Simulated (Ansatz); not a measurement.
# C: a sweep of the smearing

An exercise on one series of results from a longer session: the logs are not shown, and one member is left open.

Method: DFT, PBE, all-electron LAPW, scalar-relativistic, in Ansatz 0.2.0.

**Starting point**

Symmetry: Im-3m, No. 229, cubic system. Conventional cell: a = 2.368 Å, b = 2.368 Å, c = 2.368 Å, α = 90.00°, β = 90.00°, γ = 90.00°. C (site symmetry m-3m) has 8 C at 2.05 Å as nearest neighbours.

Structure file:

```
CELL_PARAMETERS angstrom
-1.18407 1.18407 1.18407
1.18407 -1.18407 1.18407
1.18407 1.18407 -1.18407
ATOMIC_POSITIONS crystal
C 0.00000 0.00000 0.00000
```

The structure (bcc type) was typed from a prototype and relaxed by PAW; whether it is the ground state wasn't tested.

The first run:

Contents of input.yaml:

```yaml
crystal:
  lattice:
    - [-1.1840705551, 1.1840705551, 1.1840705551]
    - [1.1840705551, -1.1840705551, 1.1840705551]
    - [1.1840705551, 1.1840705551, -1.1840705551]
  atoms:
    - { symbol: C, position: [0.0, 0.0, 0.0] }
kpoints:
  mp_grid: { grid: [16, 16, 16] }
scf:
  occupations: { method: cold, width: 0.15 }
hamiltonian:
  xc: pbe
  pseudopotentials: { kind: all_electron, lapw: { basis_error: 0.00025 } }
output:
  forces: true
  stress: true
  eigenvalues: true
```

Launch:

```console
ansatz run input.yaml --threads 1 --pin off --max-ram 2048MiB --backend cpu --events-out ev --progress --plain --runs-dir out
```

Among the steps run: With cold smearing of 0.15 eV; With Gaussian smearing of 0.05 eV; With Fermi–Dirac smearing of 0.01 eV; With Fermi–Dirac smearing of 0.15 eV; With tetrahedron filling.

One table of the session follows, with a row left open; its other results are not shown here.

```
                       smearing  energy from the first row (meV/atom)
       cold smearing of 0.15 eV                                  0.00
   Gaussian smearing of 0.05 eV                                 -0.22
Fermi–Dirac smearing of 0.01 eV                                 -0.22
Fermi–Dirac smearing of 0.15 eV                                 -2.03
            tetrahedron filling                                     ?
```

**Question.** Estimate the row for tetrahedron filling.

As computed: energy from the first row (meV/atom): -6.55. In the column «energy from the first row (meV/atom)» it is the lowest.

Energies are those extrapolated to zero smearing.

Caveats from the session: Warnings in the runs' records: tetrahedron derivatives may miss energy slope, band table not solved further.
